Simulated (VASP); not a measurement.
Set up this calculation in VASP 6.6.1, as the native input.

```yaml
Task: relaxation of the atoms
Functional: PBE
Dispersion: D3(BJ)
Potentials_or_basis: VASP PAW PBE potentials, release 64 (S)
Cutoff: 400 eV
k_mesh: 1 × 1 × 1
Occupations: gaussian, width 0.01 eV
Spin: collinear spin, ferromagnetic start
Starting_moments: "[2.1] μB"
Fixed_moment: 2 μB
Atoms_held_fixed_from_0: "[0]"
Further_INCAR_settings: ALGO = Normal; EDIFF = 1e-06; ISYM = 0; IBRION = 2; EDIFFG = -0.03; NSW = 120
```

The structure of S lies in POSCAR:

```
S
1.0
   10.5000000000      0.0000000000      0.0000000000
    0.0000000000     11.0000000000      0.0000000000
    0.0000000000      0.0000000000     11.5000000000
S
1
Selective dynamics
Direct
    0.5000000000      0.5045454545      0.5000000000  F F F
```

These files were run (other wordings do the same):

INCAR

```
PREC = Accurate ; ENCUT = 400
EDIFF = 1E-6 ; ISMEAR = 0
SIGMA = 0.01 ; LREAL = False
LASPH = True ; NELM = 80
ALGO = Normal ; ISIF = 2
LWAVE = False ; LCHARG = False
ISPIN = 2 ; MAGMOM = 2.1
LORBIT = 11 ; NUPDOWN = 2
GGA = PE ; IVDW = 12
IBRION = 2 ; NSW = 120
EDIFFG = -0.03 ; ISYM = 0
```

KPOINTS

```
Automatic mesh
0
Gamma
  1 1 1
```

Potentials or basis: VASP PAW PBE potentials, release 64 (S).

Run with:

```console
$ cat potpaw_PBE.64/S/POTCAR > POTCAR
$ mpirun -np 4 vasp_gam > vasp.out
```

It gave:

```json
{
 "Net moment": "2.00 μB per cell",
 "Site moments": "S +1.12 μB",
 "Valence electrons inside the program's atomic spheres": "S 3.49",
 "Dispersion energy per atom": "0.000 eV"
}
```

Caveat: the relaxation stopped at its first step, so nothing moved; the total moment is fixed, so each spin has its own Fermi level.

Wall time 38 s on 4 MPI ranks on Intel(R) Xeon(R) 6975P-C (Granite Rapids), on a shared host, peak memory 0.38 GiB a rank.
